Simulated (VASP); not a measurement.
Set up this calculation in VASP 6.6.1, as the native input.

| Property | Result |
| --- | --- |
| Task | relaxation of cell and atoms |
| Functional | PBE |
| Potentials or basis | VASP PAW PBE potentials, release 64 (Pd) |
| Cutoff | 600 eV |
| k mesh | 18 × 18 × 10 |
| Occupations | gaussian, width 0.1 eV |
| Spin | no spin polarisation |
| Further INCAR settings | ALGO = Fast; EDIFF = 1e-07; IBRION = 2; EDIFFG = -0.005; NSW = 90; ISIF = 3 |

The structure of Pd lies in POSCAR:

```
Pd
1.0
    2.7496501800      0.0000000000      0.0000000000
   -1.3748250900      2.3812669000      0.0000000000
    0.0000000000      0.0000000000      4.4901787400
Pd
2
Direct
    0.3333333300      0.6666666700      0.2500000000
    0.6666666700      0.3333333300      0.7500000000
```

This isn't the form of Pd at room conditions, which is fcc.

One way to write it, as run:

INCAR

```
SYSTEM = Pd
PREC = Accurate ; ENCUT = 600
EDIFF = 1E-7 ; ISMEAR = 0
SIGMA = 0.1 ; LREAL = .False.
LASPH = .True. ; NELM = 80
ALGO = Fast ; ISIF = 3
LWAVE = .False. ; LCHARG = .False.
GGA = PE ; IBRION = 2
NSW = 90 ; EDIFFG = -0.005
```

KPOINTS

```
regular mesh
0
Gamma
  18 18 10
  0 0 0
```

Potentials or basis: VASP PAW PBE potentials, release 64 (Pd).

Command:

```sh
$ cat potpaw_PBE.64/Pd/POTCAR > POTCAR
$ mpirun -np 1 vasp_std > vasp.out
```

Results of the run:

```json
{
  "Relaxed volume": "15.37 Å³/atom",
  "Relaxed cell": "a = 2.766 Å, b = 2.766 Å, c = 4.639 Å, α = 90.00°, β = 90.00°, γ = 120.00°",
  "Space group after relaxing (to 0.05 Å)": "P6_3/mmc (No. 194)",
  "Energy gained by relaxing": "19.7 meV/atom",
  "Ionic steps": "10",
  "Pressure after relaxing": "0.0 GPa",
  "Band gap on the k mesh": "none (metal or under the smearing width)"
}
```

It took 4.2 min on 1 thread of Intel(R) Xeon(R) Platinum 8488C (Sapphire Rapids) (shared host), peak memory 0.23 GiB.
